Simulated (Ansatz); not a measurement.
# Pb: strong compression

The task here is to estimate one member of a computed series from the others.

Computed with Ansatz 0.2.0 (DFT PBE, with the methods named in each step, unless a step's input says otherwise).

1 further run of the same task is left out (set aside as unsound or not needed).

### The system as given

The structure is cubic, space group Pm-3m (No. 221). Conventional cell: a = 3.254 Å, b = 3.254 Å, c = 3.254 Å, α = 90.00°, β = 90.00°, γ = 90.00°. Pb (site symmetry m-3m) is surrounded by 6 Pb at 3.25 Å.

As a file:

```xyz
1
Lattice="3.2544 0.0000 0.0000 0.0000 3.2544 0.0000 0.0000 0.0000 3.2544" Properties=species:S:1:pos:R:3 pbc="T T T"
Pb    0.0000    0.0000    0.0000
```

Whether this phase is the stable one at these pressures isn't tested.

Set-up of the first run:

Contents of input.yaml:

```yaml
crystal:
  lattice:
    - [3.254380523, 0.0, 0.0]
    - [0.0, 3.254380523, 0.0]
    - [0.0, 0.0, 3.254380523]
  atoms:
    - { symbol: Pb, position: [0.0, 0.0, 0.0] }
kpoints:
  mp_grid: { grid: [12, 12, 12] }
scf:
  occupations: { method: fermi_dirac, width: 0.05 }
hamiltonian:
  xc: pbe
  pseudopotentials: { kind: paw }
output:
  forces: true
  stress: true
relax:
  f_tol: 0.005
  max_steps: 40
  cell: {}
```

Started as:

```console
$ ansatz run input.yaml --threads 1 --pin off --max-ram 2048MiB --backend cpu --events-out ev --progress --plain --runs-dir out
```

Steps of the session up to this table: Cell relaxed at zero pressure, PAW; Volume scaled by 1, PAW; Volume scaled by 1, PAW (level accurate); Volume scaled by 0.95, PAW; Volume scaled by 0.85, PAW; Volume scaled by 0.75, PAW; Volume scaled by 0.65, PAW; Volume scaled by 0.55, PAW; Volume scaled by 0.45, PAW; Volume scaled by 0.45, PAW (cutoff 1000 eV); Volume scaled by 0.4, PAW; Volume scaled by 0.4, PAW (core large).

One table of the session follows, with a row left open; its other results are not shown here.

 The rows PAW, 0.4 and PAW (core large), 0.4 agree to the last digit and may rest on the same set-up.

```
              method  volume over the first  volume (Å³/atom)  pressure (GPa)
                 PAW                      1            34.467            0.01
                 PAW                   0.95            32.744            2.07
                 PAW                   0.85            29.297            8.57
                 PAW                   0.75            25.850           20.59
                 PAW                   0.65            22.404           43.91
                 PAW                   0.55                 ?               ?
                 PAW                   0.45            15.510          206.36
                 PAW                    0.4            13.787          318.87
    PAW (core large)                    0.4            13.787          318.87
PAW (cutoff 1000 eV)                   0.45            15.510          206.34
PAW (level accurate)                      1            34.467            0.05
```

Estimate the missing values for PAW, 0.55.

As computed: volume (Å³/atom): 18.957; pressure (GPa): 92.71. In the column «volume (Å³/atom)» it lies between PAW (cutoff 1000 eV), 0.45 (15.510) and PAW, 0.65 (22.404).

Limits of these values: Warnings in the runs' records: datasets by core.
